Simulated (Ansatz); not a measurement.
Tunnelling through a barrier is set by its complex band structure: the current falls as exp(−2κd) with the smallest κ.

Data:

```
LiI
1.0
    4.22026     0.00000     0.00000
    0.00000     5.96835     0.00000
    2.11013     2.98418     2.11013
Li I
1 1
Direct
  0.00000   0.00000   0.00000
  0.00000   0.50000   0.00000
```

The cell is taken as given; by r2SCAN it stands under a pressure of 0.6 GPa.

Transport runs along the normal of the first two printed cell vectors, the (110) plane of the conventional cell.

The gap is the functional's own, uncorrected, and κ follows it; spin-orbit coupling is left out. Mid-gap means the computed energy nearest the middle.

Give the band gap and the smallest decay constant κ at mid-gap that r2SCAN (Ansatz, a quantum-chemistry and plane-wave program) yields.

Gap 5.01 eV on a 14×14×14 mesh; κ = 0.287 1/Å, at (0.500, 0.500) of the in-plane reciprocal vectors. At the zone centre the slowest state has κ = 0.29 1/Å.
